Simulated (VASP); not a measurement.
Input of a VASP 6.6.1 run:

INCAR

```
SYSTEM = BN
  PREC = Accurate
  ENCUT = 600
  EDIFF = 1E-7
  ISMEAR = 0
  SIGMA = 0.03
  LREAL = .False.
  LASPH = .True.
  NELM = 80
  ALGO = Fast
  ISIF = 2
  LWAVE = .False.
  LCHARG = .False.
  GGA = PS
  IBRION = 2
  NSW = 40
  EDIFFG = -0.01
```

File KPOINTS:

```
Automatic mesh
0
Gamma
  14 14 14
  0 0 0
```

POSCAR

```
BN                                      
1.0
    0.0000000000      1.8386891179      1.8386891179
    1.8386891179      0.0000000000      1.8386891179
    1.8386891179      1.8386891179      0.0000000000
  B               N             
     1     1
Direct
     0.0000000000000000    0.0000000000000000    0.0000000000000000
     0.2500000000000000    0.2500000000000000    0.2500000000000000
```

Potentials or basis: VASP PAW PBE potentials, release 64 (B, N).

The run is started by

```bash
$ cat potpaw_PBE.64/B/POTCAR potpaw_PBE.64/N/POTCAR > POTCAR
$ mpirun -np 1 vasp_std > vasp.out
```

Task: Estimate the band gap on the k mesh.

Result: 4.22 eV, indirect (least direct gap 8.52 eV).

Final structure:
```xyz
2
Lattice="0.0000 1.8387 1.8387 1.8387 0.0000 1.8387 1.8387 1.8387 0.0000" Properties=species:S:1:pos:R:3 pbc="T T T"
B     0.0000    0.0000    0.0000
N     0.9193    0.9193    0.9193
```

Caveat: the relaxation stopped at its first step, so nothing moved. A k mesh can miss the band edges.
